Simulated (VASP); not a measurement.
# Si (a cell with a defect) in VASP: a series of runs, part 3 of 3

VASP 6.6.1. The steps go on from the part before.

**4. Single point, PBE**

Input file INCAR:

```
PREC = Accurate
ENCUT = 520
EDIFF = 1E-7
ISMEAR = -1
SIGMA = 0.05
LREAL = Auto
LASPH = T
NELM = 100
ALGO = Fast
ISIF = 2
LWAVE = F
LCHARG = T
GGA = PE
LELF = T
LVHAR = T
NBANDS = 48
```

Input file KPOINTS:

```
Automatic mesh
0
Gamma
  2 2 2
```

Input file POSCAR:

```
Si
1.0
    0.0000000000      5.4300000000      5.4300000000
    5.4300000000      0.0000000000      5.4300000000
    5.4300000000      5.4300000000      0.0000000000
Si
17
Direct
    0.0563720074     -0.0277348066     -0.0508103131
    0.1439502762      0.1112246777      0.1025322284
   -0.0182965009     -0.0217403315      0.4780018416
    0.0814825046      0.1298250460      0.5798987109
    0.0472559853      0.4877716390      0.0090791897
    0.1023296501      0.6323296501      0.1693093923
   -0.0178913444      0.4784990792      0.5492357274
    0.1384806630      0.6428084715      0.6336372007
    0.5045395948      0.0165469613     -0.0418324125
    0.6617771639      0.0846316759      0.1118876611
    0.4760128913      0.0006721915      0.4855524862
    0.6060405157      0.1513812155      0.5574769797
    0.4912799263      0.4946500921      0.0404511971
    0.6253591160      0.6694659300      0.1314364641
    0.4968876611      0.5095580110      0.5388766114
    0.6164732965      0.6387384899      0.6451657459
    0.8683241252      0.3725046041      0.9336648250
```

Potentials or basis: VASP PAW PBE potentials, release 64 (Si).

Run with:

```
> cat potpaw_PBE.64/Si/POTCAR > POTCAR
> mpirun -np 1 vasp_std > vasp.out
```

OUTCAR:

```text
PREC = Accurate
   ENCUT = 520
   EDIFF = 1E-7
   ISMEAR = -1
   LREAL = Auto
   LASPH = T
   NELM = 100
   ISIF = 2
   GGA = PE

 ion  position               nearest neighbor table
   1  0.056  0.972  0.949-   6 2.25   2 2.40   4 2.41  10 2.48  17 2.63
   2  0.144  0.111  0.103-   9 2.27   3 2.38   5 2.40   1 2.40  17 2.47
   3  0.982  0.978  0.478-   8 2.18   4 2.23   2 2.38  12 2.38
   4  0.081  0.130  0.580-   3 2.23   7 2.30   1 2.41  11 2.49
   5  0.047  0.488  0.009-   6 2.30  17 2.35   8 2.37   2 2.40  14 2.66
   6  0.102  0.632  0.169-   1 2.25   5 2.30   7 2.39  13 2.44
   7  0.982  0.478  0.549-   4 2.30  16 2.31   6 2.39  17 2.42   8 2.56
   8  0.138  0.643  0.634-   3 2.18  15 2.25   5 2.37   7 2.56  17 2.94
   9  0.505  0.017  0.958-  14 2.22   2 2.27  10 2.41  12 2.52
  10  0.662  0.085  0.112-  11 2.38   9 2.41   1 2.48  13 2.61  17 2.75
  11  0.476  0.001  0.486-  12 2.23  16 2.30  10 2.38   4 2.49
  12  0.606  0.151  0.557-  11 2.23   3 2.38  15 2.39   9 2.52
  13  0.491  0.495  0.040-  17 2.37   6 2.44  16 2.48  14 2.53  10 2.61
  14  0.625  0.669  0.131-   9 2.22  13 2.53  15 2.56   5 2.66  17 2.71
  15  0.497  0.510  0.539-  16 2.23   8 2.25  12 2.39  14 2.56
  16  0.616  0.639  0.645-  15 2.23  11 2.30   7 2.31  13 2.48  17 2.94
  17  0.868  0.373  0.934-   5 2.35  13 2.37   7 2.42   2 2.47   1 2.63  14 2.71  10 2.75  16 2.94
                             8 2.94

  LATTYP: Found a face centered cubic cell.
 ALAT       =    10.8600000000

  Lattice vectors:

 A1 = (   0.0000000000,   5.4300000000,   5.4300000000)
 A2 = (   5.4300000000,   0.0000000000,   5.4300000000)
 A3 = (   5.4300000000,   5.4300000000,   0.0000000000)

Analysis of symmetry for initial positions (statically):
=====================================================================
 Subroutine PRICEL returns:
 Original cell was already a primitive cell.

 Routine SETGRP: Setting up the symmetry group for a
 face centered cubic supercell.

 Subroutine GETGRP returns: Found  1 space group operations
 (whereof  1 operations were pure point group operations)
 out of a pool of 48 trial point group operations.

The static configuration has the point symmetry C_1 .

Analysis of symmetry for dynamics (positions and initial velocities):
=====================================================================
 Subroutine PRICEL returns:
 Original cell was already a primitive cell.

 Routine SETGRP: Setting up the symmetry group for a
 face centered cubic supercell.

 Subroutine GETGRP returns: Found  1 space group operations
 (whereof  1 operations were pure point group operations)
 out of a pool of 48 trial point group operations.

The dynamic configuration has the point symmetry C_1 .

 Subroutine INISYM returns: Found  1 space group operations
 (whereof  1 operations are pure point group operations),
 and found     1 'primitive' translations

----------------------------------------------------------------------------------------

                                     Primitive cell

  volume of cell :     320.2060

  direct lattice vectors                    reciprocal lattice vectors
     0.000000000  5.430000000  5.430000000    -0.092081031  0.092081031  0.092081031
[... 78 lines left out ...]
  0.500000  0.500000  0.000000      1.000000
  0.000000  0.500000  0.500000      1.000000
  0.500000  0.000000  0.500000      1.000000
   k-points           NKPTS =      8   k-points in BZ     NKDIM =      8   number of bands    NBANDS=     48
   number of dos      NEDOS =    301   number of ions     NIONS =     17
   total plane-waves  NPLWV = 216000
   dimension x,y,z NGX =    60 NGY =   60 NGZ =   60
   dimension x,y,z NGXF=   120 NGYF=  120 NGZF=  120
   ions per type =              17
   NGX,Y,Z   is equivalent  to a cutoff of  12.99, 12.99, 12.99 a.u.
   NGXF,Y,Z  is equivalent  to a cutoff of  25.98, 25.98, 25.98 a.u.
 SYSTEM =  unknown system
   PREC   = accura    normal or accurate (medium, high low for compatibility)
   ISTART =      0    job   : 0-new  1-cont  2-samecut
   ICHARG =      2    charge: 1-file 2-atom 10-const
   ISPIN  =      1    spin polarized calculation?
   LNONCOLLINEAR =      F non collinear calculations
   LSORBIT =      F    spin-orbit coupling
   LASPH  =      T    aspherical Exc in radial PAW
   ENCUT  =  520.0 eV  38.22 Ry    6.18 a.u.  14.28 14.28 14.28*2*pi/ulx,y,z
   NELM   =    100;   NELMIN=  2; NELMDL= -5     # of ELM steps
   EDIFF  = 0.1E-06   stopping-criterion for ELM
   LREAL  =      T    real-space projection
   EDIFFG = 0.1E-05   stopping-criterion for IOM
   NSW    =      0    number of steps for IOM
   IBRION =     -1    ionic relax: 0-MD 1-quasi-New 2-CG
   NFREE  =      0    steps in history (QN), initial steepest desc. (CG)
   ISIF   =      2    stress and relaxation
   ISYM   =      2    0-nonsym 1-usesym 2-fastsym
   POTIM  = 0.5000    time-step for ionic-motion
   TEBEG  =    0.0;   TEEND  =   0.0 temperature during run
   PSTRESS=    0.0 pullay stress
   NELECT =      68.0000    total number of electrons
   NUPDOWN=      -1.0000    fix difference up-down
   EMIN   =  10.00;   EMAX   =-10.00  energy-range for DOS
   EFERMI =   0.00;   METHOD = LEGACY
   ISMEAR =    -1;   SIGMA  =   0.05  broadening in eV -4-tet -1-fermi 0-gaus
   EFERMI_NEDOS =   21; number of points for ismear=-14 and -15
   IALGO  =     68    algorithm
   IMIX   =      4    mixing-type and parameters
     AMIX     =   0.40;   BMIX     =  1.00
     AMIX_MAG =   1.60;   BMIX_MAG =  1.00
  volume/ion in A,a.u.               =      18.84       127.11
  Fermi-wavevector in a.u.,A,eV,Ry     =   0.976715  1.845724 12.979587  0.953973
  Thomas-Fermi vector in A             =   2.107356
   LORBIT       =      0    0 simple, 1 ext, 2 COOP (PROOUT), +10 PAW based schemes
   GGA     = PE    functional components
   LHFCALC =     F    Hartree Fock is set to
   AEXX    =    0.0000 exact exchange contribution
   IVDW    =     0    specifies the selected vdW correction
   LEPSILON=     F    determine dielectric tensor
   LRPA    =     F    only Hartree local field effects (RPA)
 non-spin polarized calculation
 RMM-DIIS sequential band-by-band and
  energy-cutoff  :      520.00
  volume of cell :      320.21
 maximum number of plane-waves:      8646
 NGX is ok and might be reduce to    60
   NGX = 29   NGY = 29   NGZ = 29

 number of electron      68.0000000 magnetization

 Free energy of the ion-electron system (eV)
  ---------------------------------------------------
  ext. energy  EPLUGINS =         0.00000000
  ---------------------------------------------------
  free energy    TOTEN  =       -85.60179926 eV

  energy without entropy =      -85.53832175  energy(sigma->0) =      -85.57006051

 E-fermi :   6.8145     XC(G=0):  -9.7360

 val. band max:        6.7781582840   @ k =   0.5000   0.0000   0.5000
 cond. band min:       6.8178657330   @ k =   0.5000   0.0000   0.0000
 fundamental gap:      0.0397074491
 Fermi energy:         6.8145082588

 k-point     1 :       0.0000    0.0000    0.0000
  band No.  band energies     occupation
      1      -6.1590      2.00000
      2      -3.8987      2.00000
      3      -3.6183      2.00000
      4      -3.4495      2.00000
      5      -3.3574      2.00000
      6      -2.6918      2.00000
[... 381 lines left out ...]
     45      10.0707      0.00000
     46      10.2126      0.00000
 [bands above 46 left out]

------------------------ aborting loop because EDIFF is reached ----------------------------------------

  FORCE on cell =-STRESS in cart. coord.  units (eV):
  Direction    XX          YY          ZZ          XY          YZ          ZX
  --------------------------------------------------------------------------------------
  -------------------------------------------------------------------------------------
  Total        7.3402000      8.1886487      9.5384958     -2.8354096     -0.0943200      6.3990175
  in kB       36.7272991     40.9725827     47.7266543    -14.1872068     -0.4719379     32.0180145
  external PRESSURE =      41.8088454 kB  Pullay stress =       0.0000000 kB

 VOLUME and BASIS-vectors are now :
 -----------------------------------------------------------------------------
  energy-cutoff  :      520.00
  volume of cell :      320.21
      direct lattice vectors                 reciprocal lattice vectors
     0.000000000  5.430000000  5.430000000    -0.092081031  0.092081031  0.092081031
     5.430000000  0.000000000  5.430000000     0.092081031 -0.092081031  0.092081031
     5.430000000  5.430000000  0.000000000     0.092081031  0.092081031 -0.092081031

 POSITION                                       TOTAL-FORCE (eV/Angst)
 -----------------------------------------------------------------------------------
     10.43350      5.46020      5.58550         0.780428     -1.115614     -0.186391
      1.16070      1.33840      1.38560         0.158918      0.320462     -0.334716
      7.90750      7.92620     10.64260         0.063425     -2.123024      0.404644
      3.85380      3.59130      1.14740         0.239178      2.099980      1.342027
      2.69790      0.30590      2.90520         0.746083     -0.653963     -0.253185
      4.35290      1.47500      3.98920        -0.465805      1.103495      0.003906
[... 9 lines left out ...]
      6.97160      6.85070      6.81580         1.158696      0.917728     -0.439447
      7.09250      9.78480      6.73770         0.031442     -0.339585     -0.634687
 -----------------------------------------------------------------------------------
    total drift:                                0.002457     -0.003860     -0.007693

  FREE ENERGIE OF THE ION-ELECTRON SYSTEM (eV)
  ---------------------------------------------------
  free  energy   TOTEN  =       -85.6017992620 eV

  energy  without entropy=      -85.5383217535  energy(sigma->0) =      -85.57006051
```

It took 2.9 min on 1 thread of Intel Xeon 6975P-C (Granite Rapids), shared host; peak memory 0.47 GiB.

What came out:

```
Free energy            : -85.6018 eV
Pressure               : 4.2 GPa
Largest force          : 2.504 eV/Å
Band gap on the k mesh : none (metal or under the smearing width)
```

Forces on the atoms (eV/Å):
```
Si   0.780 -1.116 -0.186
Si   0.159  0.320 -0.335
Si   0.063 -2.123  0.405
Si   0.239  2.100  1.342
Si   0.746 -0.654 -0.253
Si  -0.466  1.103  0.004
Si   0.260  0.055  1.359
Si  -0.994  0.597 -1.876
Si  -0.205 -0.378  1.550
Si   0.351 -0.694  0.295
Si  -0.577 -1.562 -0.679
Si   1.591  1.736  0.240
Si  -0.181 -0.170  0.120
Si  -0.937  1.492 -1.361
Si  -2.021 -1.286  0.449
Si   1.159  0.918 -0.439
Si   0.031 -0.340 -0.635
```

Caveat: the k mesh is coarse (spacing up to 0.50 Å⁻¹), so the values aren't converged.

**5. Summary**

```csv
task,cell,gap on the mesh (eV),pressure (GPa),largest force (eV/Å)
single point,"Cm, 18.84 Å³/atom",none,5.3,0.02
relaxation of the atoms,atoms relaxed,none,5.3,0.05
single point,"P1, 18.84 Å³/atom",none,4.2,2.50
```

Alike in all rows: level PBE; potentials or basis VASP PAW PBE potentials, release 64 (Si); no spin polarisation; k mesh 2 × 2 × 2; cutoff (eV) 520; smearing fermi-dirac 0.05 eV; the mesh is coarse, so values aren't converged.

Caveats: all runs use coarse meshes; the relaxation stopped at a loose force limit of 0.08 eV/Å, so its end isn't a converged minimum (some runs).

Absolute energies hang on the potentials; compare differences alone.
